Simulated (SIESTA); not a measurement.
## Ge under changes of volume

One of the cells (18.253 Å³/atom); the others are scaled copies at fixed shape and fractional positions:

```
Ge
1.0
     1.48805   -2.59469    0.00000
     1.48805    2.59469    0.00000
     0.00000    0.00000    4.72760
Ge
2
Cartesian
  1.4881 0.8643 1.1819
  1.4881 -0.8643 3.5457
```

This isn't the form of Ge at room conditions, which is diamond.

- Program: SIESTA 5.4.2
- Functional: PBEsol
- Potentials or basis: PseudoDojo 0.4 standard (PBEsol files)
- Basis: DZP (energy shift 0.003 Ry; two zetas on semicore shells)
- Grid cutoff: 800 Ry
- Energy shift: 0.003 Ry
- k mesh: 10 × 10 × 6
- Occupations: fermi-dirac, width 0.05 eV
- Spin: no spin polarisation

| volume (Å³/atom) | energy over the lowest point (meV/atom) | pressure (GPa) | largest force (eV/Å) |
| --- | --- | --- | --- |
| 17.158 | 33.04 | 7.7 | 0.005 |
| 17.523 | 18.22 | 5.2 | 0.004 |
| 17.888 | 8.49 | 3.4 | 0.000 |
| 18.253 | 2.48 | 1.9 | 0.002 |
| 18.618 | 0.00 | 0.2 | 0.003 |
| 18.984 | 1.55 | -1.4 | 0.000 |
| 19.349 | ? | ? | ? |

Problem. What does the run at 19.349 Å³/atom give?

Solution. Energy over the lowest point 6.00 meV/atom; pressure -2.4 GPa; largest force 0.000 eV/Å.

Worked out: A Birch-Murnaghan fit of order 3 (a polynomial in V^(-2/3)) to the other rows has its minimum at 18.66 Å³/atom with B0 = V·E''(V) = 77 GPa and B' = 3.4 at fixed shape and positions, which overstates the stiffness. It gives 5.95 meV/atom at 19.349 Å³/atom, against the run's 6.00, and -dE/dV = -2.6 GPa, against -2.4.

Energies are extrapolated to zero smearing.

Caveats: the basis of atomic orbitals isn't converged, which shifts pressures, moduli and gaps.
